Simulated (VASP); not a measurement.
# PtS2 (P-3m1) in VASP: a series of runs, part 2 of 2

VASP 6.6.1.

### Step 4. Band structure, PBE, spin-orbit coupling, no magnetisation

INCAR reads:

```
SYSTEM = PtS2
ALGO = Fast ; EDIFF = 1E-6
ENCUT = 520 ; GGA = PE
GGA_COMPAT = .False. ; ISIF = 2
ISMEAR = -1 ; LASPH = .True.
LCHARG = .False. ; LMAXMIX = 4
LORBIT = 11 ; LREAL = .False.
LSORBIT = .True. ; LWAVE = .False.
MAGMOM = 0 0 0 0 0 0 0 0 0 ; NELM = 60
PREC = Accurate ; SIGMA = 0.05
```

KPOINTS reads:

```
k-points
0
Gamma
  7 7 4
  0 0 0
```

POSCAR reads:

```
PtS2
1.0
    3.5432000000      0.0000000000      0.0000000000
   -1.7716000000      3.0685012107      0.0000000000
    0.0000000000      0.0000000000      5.0388000000
Pt S
1 2
Direct
    0.0000000000      0.0000000000      0.0000000000
    0.6666666667      0.3333333333      0.7730000000
    0.3333333333      0.6666666667      0.2270000000
```

KPOINTS_OPT reads:

```
path GMKGALHA,LM,KH
10
line-mode
reciprocal
 0.0000000000  0.0000000000  0.0000000000  G
 0.5000000000  0.0000000000  0.0000000000  M

 0.5000000000  0.0000000000  0.0000000000  M
 0.3333333333  0.3333333333  0.0000000000  K

 0.3333333333  0.3333333333  0.0000000000  K
 0.0000000000  0.0000000000  0.0000000000  G

 0.0000000000  0.0000000000  0.0000000000  G
 0.0000000000  0.0000000000  0.5000000000  A

 0.0000000000  0.0000000000  0.5000000000  A
 0.5000000000  0.0000000000  0.5000000000  L

 0.5000000000  0.0000000000  0.5000000000  L
 0.3333333333  0.3333333333  0.5000000000  H

 0.3333333333  0.3333333333  0.5000000000  H
 0.0000000000  0.0000000000  0.5000000000  A

 0.5000000000  0.0000000000  0.5000000000  L
 0.5000000000  0.0000000000  0.0000000000  M

 0.3333333333  0.3333333333  0.0000000000  K
 0.3333333333  0.3333333333  0.5000000000  H
```

Started as:

```
cat potpaw_PBE.64/Pt/POTCAR potpaw_PBE.64/S/POTCAR > POTCAR
mpirun -np 1 vasp_ncl > vasp.out
```

Wall time 7.5 min (1 thread of Intel Xeon Platinum 8375C at 2.90GHz (Ice Lake), shared host); peak memory 0.36 GiB.

The run converged. Its results:

- Free energy: -15.6500 eV
- Pressure: 11.2 GPa
- Largest force: 1.243 eV/Å
- Valence electrons inside the program's atomic spheres: Pt 9.63; S 3.67

Forces on the atoms (eV/Å):
```
Pt   0.000  0.000  0.000
S    0.000  0.000 -1.243
S    0.000  0.000  1.243
```

Stress tensor (GPa, compression positive):
```
11.65  0.00  0.00
 0.00 11.65  0.00
 0.00  0.00 10.40
```

Caveat: forces of over 1 eV/Å show positions far from the minimum, so gaps and moduli don't describe the material at rest.

### Step 5. Band structure, LDA

POSCAR is that of step 4.

INCAR.step1 reads:

```
SYSTEM = PtS2
ALGO = Fast ; EDIFF = 1E-6
ENCUT = 520 ; GGA = CA
ISIF = 2 ; ISMEAR = -1
LASPH = .True. ; LCHARG = .True.
LMAXMIX = 4 ; LREAL = .False.
LWAVE = .False. ; NBANDS = 18
NELM = 100 ; PREC = Accurate
SIGMA = 0.05
```

KPOINTS.step1 reads:

```
k-points
0
Gamma
  9 9 5
  0 0 0
```

INCAR.step2 reads:

```
SYSTEM = PtS2
ALGO = Fast ; EDIFF = 1E-6
ENCUT = 520 ; GGA = CA
ICHARG = 11 ; ISIF = 2
ISMEAR = 0 ; LASPH = .True.
LCHARG = .False. ; LMAXMIX = 4
LREAL = .False. ; LWAVE = .False.
NBANDS = 18 ; NELM = 100
PREC = Accurate ; SIGMA = 0.05
```

KPOINTS.step2 reads:

```
path GMKGALHA,LM,KH
10
line-mode
reciprocal
 0.0000000000  0.0000000000  0.0000000000  G
 0.5000000000  0.0000000000  0.0000000000  M

 0.5000000000  0.0000000000  0.0000000000  M
 0.3333333333  0.3333333333  0.0000000000  K

 0.3333333333  0.3333333333  0.0000000000  K
 0.0000000000  0.0000000000  0.0000000000  G

 0.0000000000  0.0000000000  0.0000000000  G
 0.0000000000  0.0000000000  0.5000000000  A

 0.0000000000  0.0000000000  0.5000000000  A
 0.5000000000  0.0000000000  0.5000000000  L

 0.5000000000  0.0000000000  0.5000000000  L
 0.3333333333  0.3333333333  0.5000000000  H

 0.3333333333  0.3333333333  0.5000000000  H
 0.0000000000  0.0000000000  0.5000000000  A

 0.5000000000  0.0000000000  0.5000000000  L
 0.5000000000  0.0000000000  0.0000000000  M

 0.3333333333  0.3333333333  0.0000000000  K
 0.3333333333  0.3333333333  0.5000000000  H
```

Potentials or basis: VASP PAW LDA potentials, release 64 (Pt, S).

Started as:

```
cat potpaw_LDA.64/Pt/POTCAR potpaw_LDA.64/S/POTCAR > POTCAR
cp INCAR.step1 INCAR
cp KPOINTS.step1 KPOINTS
mpirun -np 1 vasp_std > vasp.out
cp INCAR.step2 INCAR
cp KPOINTS.step2 KPOINTS
mpirun -np 1 vasp_std > vasp.out
```

Run time: 1.8 min. Hardware: 1 thread of Intel Xeon Platinum 8375C at 2.90GHz (Ice Lake), shared host; peak memory 0.2 GiB.

It converged, with:

```
Band gap on the k mesh  : 0.91 eV, indirect (least direct gap 0.96 eV)
Band gap along the path : 0.92 eV, indirect (least direct gap 1.49 eV)
```

Levels at the corners of the path, in eV from the valence-band top:
| point | band 9 | band 10 | band 11 | band 12 | band 13 | band 14 |
| --- | --- | --- | --- | --- | --- | --- |
| Γ | -1.11 | -1.11 | -0.11 | 2.44 | 2.44 | 4.66 |
| M | -3.24 | -3.02 | -2.35 | 1.72 | 2.83 | 5.44 |
| M | -3.24 | -3.02 | -2.35 | 1.72 | 2.83 | 5.44 |
| K | -2.69 | -1.47 | -1.47 | 0.97 | 0.97 | 5.60 |
| K | -2.69 | -1.47 | -1.47 | 0.97 | 0.97 | 5.60 |
| Γ | -1.11 | -1.11 | -0.11 | 2.44 | 2.44 | 4.66 |
| Γ | -1.11 | -1.11 | -0.11 | 2.44 | 2.44 | 4.66 |
| A | -1.30 | -1.30 | -0.88 | 2.92 | 2.92 | 5.36 |
| A | -1.30 | -1.30 | -0.88 | 2.92 | 2.92 | 5.36 |
| L | -3.08 | -2.73 | -1.34 | 2.06 | 2.32 | 5.30 |
| L | -3.08 | -2.73 | -1.34 | 2.06 | 2.32 | 5.30 |
| H | -3.55 | -1.88 | -1.88 | 2.20 | 2.20 | 7.24 |
| H | -3.55 | -1.88 | -1.88 | 2.20 | 2.20 | 7.24 |
| A | -1.30 | -1.30 | -0.88 | 2.92 | 2.92 | 5.36 |
| L | -3.08 | -2.73 | -1.34 | 2.06 | 2.32 | 5.30 |
| M | -3.24 | -3.02 | -2.35 | 1.72 | 2.83 | 5.44 |
| K | -2.69 | -1.47 | -1.47 | 0.97 | 0.97 | 5.60 |
| H | -3.55 | -1.88 | -1.88 | 2.20 | 2.20 | 7.24 |

Caveat: the log is that of the step along the path at fixed density, whose energy, stress, charges and moments have no meaning; spin-orbit coupling is left out, which moves the levels of the heavy elements.

### Step 6. The reference run

An earlier run on the cell as given: functional PBEsol; potentials or basis VASP PAW PBE potentials, release 64 (Pt, S); cutoff 520 eV; k mesh 9 × 9 × 5; occupations fermi-dirac, width 0.05 eV; no spin polarisation.

- Pressure: 6.1 GPa
- Largest force: 0.930 eV/Å
- Band gap on the k mesh: 0.96 eV, indirect (least direct gap 1.00 eV)

### Step 7. The runs side by side

```csv
task,level,potentials or basis,spin,cell,k mesh,cutoff (eV),ladder,gap on the mesh (eV),pressure (GPa),largest force (eV/Å)
phonons,PBEsol,"VASP PAW PBE potentials, release 64 (Pt, S)",off,relaxed,7 × 7 × 4,600,-,-,-,-
band structure,PBE,"VASP PAW PBE potentials, release 64 (Pt, S)",off,as given,9 × 9 × 5,520,-,1.03,-,-
band structure,PBE,"VASP PAW PBE potentials, release 64 (Pt, S)","SOC, no magnetisation",as given,7 × 7 × 4,520,-,-,11.2,1.24
band structure,LDA,"VASP PAW LDA potentials, release 64 (Pt, S)",off,as given,9 × 9 × 5,520,-,0.91,-,-
single point,PBEsol,"VASP PAW PBE potentials, release 64 (Pt, S)",off,as given,9 × 9 × 5,520,free,0.96,6.1,0.93
```

Alike in all rows: smearing fermi-dirac 0.05 eV.

Caveats: spin-orbit coupling is left out, which moves the levels of the heavy elements (some runs); the PAW data sets were made with another functional, which shifts forces and pressure a little (some runs); forces of over 1 eV/Å show positions far from the minimum, so gaps and moduli don't describe the material at rest (some runs); an odd mesh through Γ misses points on the zone boundary, where band edges often lie (some runs).

Absolute energies hang on the potentials; compare differences alone.
